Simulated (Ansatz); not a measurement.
# MoS2 in the CdI2-type structure

Level of theory: DFT, PBE, scalar-relativistic, collinear spin; plane waves to 420 eV with PAW datasets (Ansatz 0.2.0), 12×12×6 k-mesh, Gaussian smearing of 0.05 eV; PAW files: Ansatz's generated set soft_2.

```
CELL_PARAMETERS angstrom
3.19341 0.00000 0.00000
-1.59671 2.76558 0.00000
0.00000 0.00000 6.77165
ATOMIC_POSITIONS crystal
Mo 0.00000 0.00000 0.00000
S 0.33333 0.66667 0.23384
S 0.66667 0.33333 0.76616
```

This is a trial structure; measured cells of the compound in the Crystallography Open Database are in space groups R3m, R-3m, P63/mmc.

The geometry is fixed. Moments are started on Mo in several ways. q is the propagation vector of an order in a doubled cell, in units of this cell's reciprocal vectors; doubled cells take an equivalent mesh or are counted from a ferromagnetic run in the same cell, unless said otherwise. Energies count from the first row, the state in which the cell was relaxed.

The starts:
- ferromagnetic
- no spin polarisation
- antiparallel, q = (0, 0, 1/2)
- antiparallel, q = (0, 1/2, 0)
- antiparallel, q = (0, 1/2, 1/2)
- small parallel moments

Q: Which start ends lowest, and how far above it lies the solution without spin polarisation?

A: No start ends more than 0.5 meV/atom under the solution without spin polarisation, so no stable magnetic order is resolved.

```tsv
start	largest typed moment (μB)	ΔE (meV/atom)	gap on the mesh (eV)	P (GPa)	final spin moments (μB)
ferromagnetic	2.00	0.0	metal	0.0	none
no spin polarisation	0.00	0.0	metal	0.0	none
antiparallel, q = (0, 0, 1/2)	2.00	0.0	metal	0.0	none
antiparallel, q = (0, 1/2, 0)	2.00	0.0	metal	0.0	none
antiparallel, q = (0, 1/2, 1/2)	2.00	0.0	metal	0.0	none
small parallel moments	0.50	0.0	metal	0.0	none
```

The moments vanished in all starts.

Only orders that fit these small cells were tried.

The structure is built of weakly bound layers, and this functional has no dispersion term, so their spacing and all that hangs on it (volume, the soft elastic constants, low modes, dielectric constants) are poorly given.
